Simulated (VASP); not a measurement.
Here is a VASP 6.6.1 calculation.

INCAR

```
PREC = Accurate ; ENCUT = 520
EDIFF = 1E-6 ; ISMEAR = -1
SIGMA = 0.05 ; LREAL = Auto
LASPH = T ; NELM = 80
ALGO = Normal ; ISIF = 2
LWAVE = F ; LCHARG = F
GGA = PE ; IVDW = 12
NBANDS = 55
```

File KPOINTS:

```
Automatic mesh
0
Gamma
  1 1 1
```

File POSCAR:

```
H17ClO8
1.0
    6.6267050000      0.0000000000      0.0000000000
    0.0000000000      6.6267050000      0.0000000000
    0.0000000000      0.0000000000      6.6267050000
O H Cl
8 17 1
Direct
    0.2934037353      1.0241288846      0.2485699907
    0.9850295132      0.4812950026      0.3566478363
    0.3114217398      0.7979984019      0.6651420276
    0.6975563270      0.7813385385      0.3044348587
    0.9545920635      0.2096366143      1.0078462826
    0.3232073859      0.3083885581      0.4937295383
    0.6831902129     -0.0383297582      0.7982247588
    0.9924691080      0.6603885340      0.8840894532
    0.3397917970      1.1155015954      0.3535090215
    0.1670966189      1.0770662041      0.1948781483
    0.9553013149      0.3777895651      0.2524180569
    0.8719114552      0.5754896287      0.3402143297
    0.1858389652      0.7468719371      0.7339695973
    0.2661051005      0.8373241302      0.5339456034
    0.6265255508      0.7071991284      0.4127088802
    0.5759574328      0.8567304565      0.2521615192
    0.9781935366      0.3261952962      0.9210308894
    0.8447637250      0.1270012774      0.9589230243
    0.3562856653      0.3036501549      0.6395335238
    0.1969153599      0.3880963465      0.4893080347
    0.7202372823      0.0055080164      0.6639800625
    0.5512090851     -0.0975597978      0.7710015762
    1.0433239446      0.6353685580      1.0161611238
    0.8827916740      0.7490147819      0.8973841449
    0.4596552887      0.3126138858      0.1108846704
    0.4550376092      0.4319341211     -0.0530278623
```

Potentials or basis: VASP PAW PBE potentials, release 64 (O, H, Cl).

Command:

```sh
$ cat potpaw_PBE.64/O/POTCAR potpaw_PBE.64/H/POTCAR potpaw_PBE.64/Cl/POTCAR > POTCAR
$ mpirun -np 1 vasp_gam > vasp.out
```

Estimate the dispersion energy per atom.

-0.036 eV.

What does it give for the largest force?

2.301 eV/Å.

What does it give for the band gap on the k mesh?

4.47 eV, direct.

Forces on the atoms (eV/Å):
```
O    0.477 -1.537 -0.962
O   -0.370 -0.410 -0.628
O   -0.098 -0.460  0.948
O   -1.790  0.411  0.476
O    0.898  0.349  1.025
O    0.265  0.524  1.526
O    0.474  0.050  0.031
O    1.389 -1.422 -1.160
H   -0.473  0.881  0.668
H    0.001  0.096 -0.207
H    0.147  0.055  0.217
H    0.300  0.179  0.034
H    0.590  0.231  0.037
H   -0.222  0.396 -1.066
H    0.292  0.116 -0.134
H    0.935 -0.417 -0.148
H   -0.370 -0.197 -0.218
H   -0.596 -0.079 -0.549
H   -0.010 -0.054 -0.690
H    0.057 -0.028 -0.406
H    0.410  0.163 -0.269
H   -0.951 -0.326  0.229
H    0.451  0.014  1.147
H   -1.816  1.392  0.037
H   -0.153  0.540 -1.085
Cl   0.163 -0.469  1.146
```

Expect the measured gap to be larger: semilocal functionals such as PBE lack the derivative discontinuity.
